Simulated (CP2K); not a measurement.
# CdTe (F-43m) in CP2K: further runs

Aim: see how the results for CdTe move with the level of theory and the settings. Levels: LDA, PBEsol. Tasks: band structure.

Everything below comes from runs of CP2K 2026.2. Logs are shortened: lines on timing, memory, paths and dates and some standing lists are left out, and cuts for length are marked.

**Measured values to compare with.**

A printed reference work, data compilation reports, for a bulk crystal of CdTe at 0 K: band gap 1.607 eV.

The runs below are set against these values where they give the same quantity.

**1. The structure**

Symmetry: F-43m, No. 216, cubic system. Conventional cell: a = 6.410 Å, b = 6.410 Å, c = 6.410 Å, α = 90.00°, β = 90.00°, γ = 90.00°. Te (site symmetry -43m) has 4 Cd at 2.78 Å as nearest neighbours. Around Cd (site symmetry -43m) lie 4 Te at 2.78 Å.

**2. Band structure, LDA**

Contents of cdte_bands.inp:

```
&GLOBAL
  PROJECT cdte_bands
  RUN_TYPE ENERGY_FORCE
  PRINT_LEVEL LOW
&END GLOBAL
&FORCE_EVAL
  METHOD QS
  STRESS_TENSOR ANALYTICAL
  &DFT
    BASIS_SET_FILE_NAME BASIS_MOLOPT_UZH
    POTENTIAL_FILE_NAME GTH_POTENTIALS
    &MGRID
      CUTOFF 450
      REL_CUTOFF 60
      NGRIDS 5
    &END MGRID
    &QS
      METHOD GPW
      EPS_DEFAULT 1.0E-10
    &END QS
    &KPOINTS
      SCHEME MONKHORST-PACK 7 7 7
      GAMMA_CENTERED T
      SYMMETRY T
      SYMMETRY_BACKEND SPGLIB
    &END KPOINTS
    &SCF
      SCF_GUESS ATOMIC
      EPS_SCF 1.0E-6
      MAX_SCF 100
      ADDED_MOS 10
      CHOLESKY OFF
      EPS_EIGVAL 1.0E-7
      &DIAGONALIZATION ON
        ALGORITHM STANDARD
      &END DIAGONALIZATION
      &MIXING ON
        METHOD BROYDEN_MIXING
        ALPHA 0.4
        BETA 1.5
        NBUFFER 8
      &END MIXING
      &SMEAR ON
        METHOD FERMI_DIRAC
        ELECTRONIC_TEMPERATURE [K] 300.557
      &END SMEAR
    &END SCF
    &XC
      &XC_FUNCTIONAL
        &LDA_X
        &END LDA_X
        &LDA_C_PW
        &END LDA_C_PW
      &END XC_FUNCTIONAL
    &END XC
    &PRINT
      &KPOINTS ON
      &END KPOINTS
      &MULLIKEN ON
      &END MULLIKEN
      &MO ON
        ENERGIES T
        OCCUPATION_NUMBERS T
        &EACH
          QS_SCF 0
        &END EACH
        ADD_LAST NUMERIC
      &END MO
      &LOWDIN ON
      &END LOWDIN
      &HIRSHFELD ON
        SHAPE_FUNCTION DENSITY
      &END HIRSHFELD
      &BAND_STRUCTURE
        FILE_NAME bands.bs
        ADDED_MOS 6
        &KPOINT_SET
          UNITS B_VECTOR
          NPOINTS 10
          SPECIAL_POINT GAMMA 0.00000000 0.00000000 0.00000000
          SPECIAL_POINT X 0.50000000 0.00000000 0.50000000
          SPECIAL_POINT W 0.50000000 0.25000000 0.75000000
          SPECIAL_POINT K 0.37500000 0.37500000 0.75000000
          SPECIAL_POINT GAMMA 0.00000000 0.00000000 0.00000000
          SPECIAL_POINT L 0.50000000 0.50000000 0.50000000
          SPECIAL_POINT U 0.62500000 0.25000000 0.62500000
          SPECIAL_POINT W 0.50000000 0.25000000 0.75000000
          SPECIAL_POINT L 0.50000000 0.50000000 0.50000000
          SPECIAL_POINT K 0.37500000 0.37500000 0.75000000
        &END KPOINT_SET
        &KPOINT_SET
          UNITS B_VECTOR
          NPOINTS 10
          SPECIAL_POINT U 0.62500000 0.25000000 0.62500000
          SPECIAL_POINT X 0.50000000 0.00000000 0.50000000
        &END KPOINT_SET
      &END BAND_STRUCTURE
    &END PRINT
  &END DFT
  &SUBSYS
    &CELL
      A 4.5325544674 0.0000000000 0.0000000000
      B 2.2662772337 3.9253073128 0.0000000000
      C 2.2662772337 1.3084357709 3.7008152255
      PERIODIC XYZ
    &END CELL
    &COORD
      Te  6.7988317011 3.9253073128 2.7756114191
      Cd  0.0000000000 0.0000000000 0.0000000000
    &END COORD
    &KIND Te
      BASIS_SET TZVP-MOLOPT-PBE-GTH-q6
      POTENTIAL GTH-PADE-q6
    &END KIND
    &KIND Cd
      BASIS_SET TZVP-MOLOPT-PBE-GTH-q12
      POTENTIAL GTH-PADE-q12
    &END KIND
    &PRINT
      &ATOMIC_COORDINATES ON
      &END ATOMIC_COORDINATES
      &CELL ON
      &END CELL
    &END PRINT
  &END SUBSYS
  &PRINT
    &FORCES ON
    &END FORCES
    &STRESS_TENSOR ON
    &END STRESS_TENSOR
  &END PRINT
&END FORCE_EVAL
```

Potentials or basis: GTH_POTENTIALS Te GTH-PADE-q6, Cd GTH-PADE-q12; TZVP-MOLOPT-PBE-GTH basis.

Started as:

```bash
$ OMP_NUM_THREADS=2 cp2k.psmp -i cdte_bands.inp -o cdte_bands.out
```

cdte_bands.out:

```text

 CP2K| version string:                                       CP2K version 2026.2
 CP2K| Input file name                                            cdte_bands.inp

 GLOBAL| Force Environment number                                              1
 GLOBAL| Basis set file name                                    BASIS_MOLOPT_UZH
 GLOBAL| Potential file name                                      GTH_POTENTIALS
 GLOBAL| MM Potential file name                                     MM_POTENTIAL
 GLOBAL| Coordinate file name                                      __STD_INPUT__
 GLOBAL| Method name                                                        CP2K
 GLOBAL| Project name                                                 cdte_bands
 GLOBAL| Run type                                                   ENERGY_FORCE
 GLOBAL| FFT library                                                       FFTW3
[... 5 lines left out ...]
 GLOBAL| Global print level                                                  LOW
 GLOBAL| Total number of message passing processes                             1
 GLOBAL| Number of threads for this process                                    2
 GLOBAL| CPU model name                                                  UNKNOWN

 CELL| Volume [angstrom^3]:                                            65.843680
 CELL| Vector a [angstrom]:       4.533     0.000     0.000   |a| =     4.532554
 CELL| Vector b [angstrom]:       2.266     3.925     0.000   |b| =     4.532554
 CELL| Vector c [angstrom]:       2.266     1.308     3.701   |c| =     4.532554
 CELL| Angle (b,c), alpha [degree]:                                    60.000000
 CELL| Angle (a,c), beta  [degree]:                                    60.000000
 CELL| Angle (a,b), gamma [degree]:                                    60.000000
 CELL| Numerically orthorhombic:                                              NO
 CELL| Periodicity                                                           XYZ

 CELL_REF| Volume [angstrom^3]:                                        65.843680
 CELL_REF| Vector a [angstrom     4.533     0.000     0.000   |a| =     4.532554
 CELL_REF| Vector b [angstrom     2.266     3.925     0.000   |b| =     4.532554
 CELL_REF| Vector c [angstrom     2.266     1.308     3.701   |c| =     4.532554
 CELL_REF| Angle (b,c), alpha [degree]:                                60.000000
 CELL_REF| Angle (a,c), beta  [degree]:                                60.000000
 CELL_REF| Angle (a,b), gamma [degree]:                                60.000000
 CELL_REF| Numerically orthorhombic:                                          NO
 CELL_REF| Periodicity                                                       XYZ
[... 12 lines left out ...]
                             - Atoms:                                          2
                             - Shell sets:                                     2
                             - Shells:                                        17
                             - Primitive Cartesian functions:                  9
                             - Cartesian basis functions:                     58
                             - Spherical basis functions:                     51

  Maximum angular momentum of- Orbital basis functions:                        3
                             - Local part of the GTH pseudopotential:          0
                             - Non-local part of the GTH pseudopotential:      4

 MODULE QUICKSTEP: ATOMIC COORDINATES IN ANGSTROM

   Atom Kind Element         X             Y             Z       Z(eff)     Mass
      1    1 Te   52      6.798832      3.925307      2.775611   6.0000 127.6000
      2    2 Cd   48      0.000000      0.000000      0.000000  12.0000 112.4110

 SCF PARAMETERS         Density guess:                                    ATOMIC
                        --------------------------------------------------------
                        max_scf:                                             100
                        max_scf_history:                                       0
                        max_diis:                                              4
[... 5 lines left out ...]
                        --------------------------------------------------------
                        level_shift [a.u.]:                             0.000000
                        added MOs                                        10    0
                        --------------------------------------------------------
                        Mixing method:                            BROYDEN_MIXING
                                                charge density mixing in g-space
                        --------------------------------------------------------
                        Smear method:                                FERMI_DIRAC
                        Electronic temperature [K]:                        300.6
[... 52 lines left out ...]
  ------------------------------------------------------------------------------
     1 NoMix/Diag. 0.40E+00    0.8     1.29664357       -54.4115577732 -5.44E+01
     2 Broy./Diag. 0.40E+00    0.8     0.03023257       -54.7700173082 -3.58E-01
     3 Broy./Diag. 0.40E+00    0.8     0.06943405       -54.4688785307  3.01E-01
     4 Broy./Diag. 0.40E+00    0.8     0.01935964       -54.2984689259  1.70E-01
     5 Broy./Diag. 0.40E+00    0.8     0.00105571       -54.3321821399 -3.37E-02
     6 Broy./Diag. 0.40E+00    0.8     0.00106194       -54.3433376256 -1.12E-02
     7 Broy./Diag. 0.40E+00    0.8     0.00058252       -54.3354390598  7.90E-03
     8 Broy./Diag. 0.40E+00    0.8     0.00047864       -54.3307393356  4.70E-03
     9 Broy./Diag. 0.40E+00    0.8     0.00009011       -54.3307578688 -1.85E-05
    10 Broy./Diag. 0.40E+00    0.8     0.00002317       -54.3310715302 -3.14E-04
    11 Broy./Diag. 0.40E+00    0.8     0.00001481       -54.3311089361 -3.74E-05
    12 Broy./Diag. 0.40E+00    0.8     0.00000440       -54.3311496740 -4.07E-05
    13 Broy./Diag. 0.40E+00    0.8     0.00000499       -54.3311667089 -1.70E-05
    14 Broy./Diag. 0.40E+00    0.8     0.00000036       -54.3311854276 -1.87E-05

  *** SCF run converged in    14 steps ***

  Electronic density on regular grids:        -17.9999999985        0.0000000015
  Core density on regular grids:               17.9999999969       -0.0000000031
  Total charge density on r-space grids:       -0.0000000016
  Total charge density g-space grids:          -0.0000000016

  Overlap energy of the core charge distribution:               0.00000000238375
  Self energy of the core charge distribution:                -91.51913244584948
  Core Hamiltonian energy:                                     27.38979179807660
  Hartree energy:                                              18.11609246863575
  Exchange-correlation energy:                                 -8.31793724995184
  Electronic entropic energy:                                  -0.00000000091138
  Fermi energy:                                                 0.12746457120522

  Total energy:                                               -54.33118542761662
  Total energy (extrapolated to T->0):                        -54.33118542716092

 MO| EIGENVALUES AND OCCUPATION NUMBERS FOR K POINT 1
 MO|
 MO|  Index      Eigenvalue [a.u.]        Eigenvalue [eV]             Occupation
 MO|      1              -0.291457              -7.930952               2.000000
 MO|      2              -0.191769              -5.218297               2.000000
 MO|      3              -0.191769              -5.218297               2.000000
 MO|      4              -0.183041              -4.980810               2.000000
 MO|      5              -0.183041              -4.980810               2.000000
 MO|      6              -0.172353              -4.689964               2.000000
[... 349 lines left out ...]
 MO|     18               0.695202              18.917396               0.000000
 MO|     19               0.695207              18.917553               0.000000
 MO| Sum:                                                              18.000000
 MO| E(Fermi):            0.127465 a.u.          3.468487 eV

 [... the levels of further k-points ...]

 !-----------------------------------------------------------------------------!
                     Mulliken Population Analysis

 #  Atom  Element  Kind  Atomic population                           Net charge
       1     Te       1          6.281098                             -0.281098
       2     Cd       2         11.718902                              0.281098
 # Total charge                             18.000000                 -0.000000

 !-----------------------------------------------------------------------------!

 !-----------------------------------------------------------------------------!
                           Hirshfeld Charges

  #Atom  Element  Kind  Ref Charge     Population                    Net charge
      1       Te     1       6.000          6.168                        -0.168
      2       Cd     2      12.000         11.832                         0.168

  Total Charge                                                           -0.000
 !-----------------------------------------------------------------------------!

 LOWDIN POPULATION ANALYSIS

 #  Atom  Element  Kind  Atomic population                           Net charge
       1     Te       1          4.395338                              1.604662
       2     Cd       2         13.604662                             -1.604662
 # Total charge                             18.000000                 -0.000000

 KPOINTS| Band Structure Calculation
 KPOINTS| Number of k-point sets                                               2
 KPOINTS| Number of added MOs/bands                                            6
 KPOINTS| Number of k-points in set    1                                      91
 KPOINTS| In units of b-vector [2pi/Bohr]
 KPOINTS| Special point     1       GAMMA     0.000000     0.000000     0.000000
 KPOINTS| Special point     2           X     0.500000     0.000000     0.500000
 KPOINTS| Special point     3           W     0.500000     0.250000     0.750000
 KPOINTS| Special point     4           K     0.375000     0.375000     0.750000
 KPOINTS| Special point     5       GAMMA     0.000000     0.000000     0.000000
 KPOINTS| Special point     6           L     0.500000     0.500000     0.500000
 KPOINTS| Special point     7           U     0.625000     0.250000     0.625000
 KPOINTS| Special point     8           W     0.500000     0.250000     0.750000
 KPOINTS| Special point     9           L     0.500000     0.500000     0.500000
 KPOINTS| Special point    10           K     0.375000     0.375000     0.750000
 KPOINTS| Number of k-points in set    2                                      11
 KPOINTS| In units of b-vector [2pi/Bohr]
 KPOINTS| Special point     1           U     0.625000     0.250000     0.625000
 KPOINTS| Special point     2           X     0.500000     0.000000     0.500000

 ENERGY| Total FORCE_EVAL ( QS ) energy [hartree]            -54.331183336928852

 FORCES| Atomic forces [hartree/bohr]
 FORCES|   Atom     x               y               z               |f|
 FORCES|      1  1.49130059E-10  1.55108207E-08 -8.21849897E-09   1.75542451E-08
 FORCES|      2 -2.13157007E-10 -1.55475823E-08  8.19266458E-09   1.75753379E-08
 FORCES| Sum    -6.40269482E-11 -3.67616295E-11 -2.58343936E-11
 FORCES| Total atomic force                                       7.82194567E-11

 STRESS| Analytical stress tensor [bar]
 STRESS|                        x                   y                   z
 STRESS|      x        5.33464266659E+03   1.11262244805E-02   8.21966604942E-03
 STRESS|      y        1.11262244805E-02   5.33487727033E+03   7.39877200548E-02
 STRESS|      z        8.21966604942E-03   7.39877200548E-02   5.33477131778E+03
 STRESS| 1/3 Trace                                             5.33476375157E+03
 STRESS| Determinant                                           1.51825798696E+11

 STRESS| Eigenvectors and eigenvalues of the analytical stress tensor [bar]
 STRESS|                        1                   2                   3
 STRESS| Eigenvalues   5.33464193050E+03   5.33473334988E+03   5.33491597433E+03
 STRESS|      x           0.998459742772      0.024258077866      0.049896770646
 STRESS|      y          -0.033237980043     -0.458556823281      0.888043285266
 STRESS|      z          -0.044422727802      0.888333938044      0.457044238311
```

Run time: 14 s. Hardware: 2 threads of Arm Neoverse V1, shared host; peak memory 0.32 GiB.

What came out:

```yaml
Free_energy: -1478.4267 eV
Pressure: 0.5 GPa
Band_gap_on_the_k_mesh: 0.65 eV, direct
Band_gap_along_the_path: 0.65 eV, direct
Mulliken_charges: Te -0.28; Cd +0.28 e
Hirshfeld_charges: Te -0.17; Cd +0.17 e
```

Levels at the corners of the path, in eV from the valence-band top:
```
point  band 5  band 6  band 7  band 8  band 9  band 10  band 11  band 12  band 13  band 14
    Γ   -8.12   -8.12    0.00    0.00    0.00     0.65     4.67     4.67     4.67     9.10
    X   -8.08   -7.61   -4.57   -2.02   -2.02     2.43     2.57     8.93     9.60     9.60
    W   -8.12   -7.51   -4.45   -2.50   -2.40     4.30     4.62     5.73     6.27    10.09
    K   -8.10   -7.55   -4.47   -2.76   -1.67     2.79     4.51     7.47     7.72     8.14
    Γ   -8.12   -8.12    0.00    0.00    0.00     0.65     4.67     4.67     4.67     9.10
    L   -8.11   -7.75   -4.72   -0.84   -0.84     1.72     5.21     5.21     7.10     9.64
    U   -8.10   -7.55   -4.47   -2.76   -1.67     2.79     4.51     7.47     7.72     8.14
    W   -8.12   -7.51   -4.45   -2.50   -2.40     4.30     4.62     5.73     6.27    10.09
    L   -8.11   -7.75   -4.72   -0.84   -0.84     1.72     5.21     5.21     7.10     9.64
    K   -8.10   -7.55   -4.47   -2.76   -1.67     2.79     4.51     7.47     7.72     8.14
    U   -8.10   -7.55   -4.47   -2.76   -1.67     2.79     4.51     7.47     7.72     8.14
    X   -8.08   -7.61   -4.57   -2.02   -2.02     2.43     2.57     8.93     9.60     9.60
```

Caveat: Mulliken charges move with the basis; spin-orbit coupling is left out, which moves the levels of the heavy elements; the basis of atomic orbitals isn't converged, which shifts pressures, moduli and gaps.

(Part 1 of 2 ends here.)
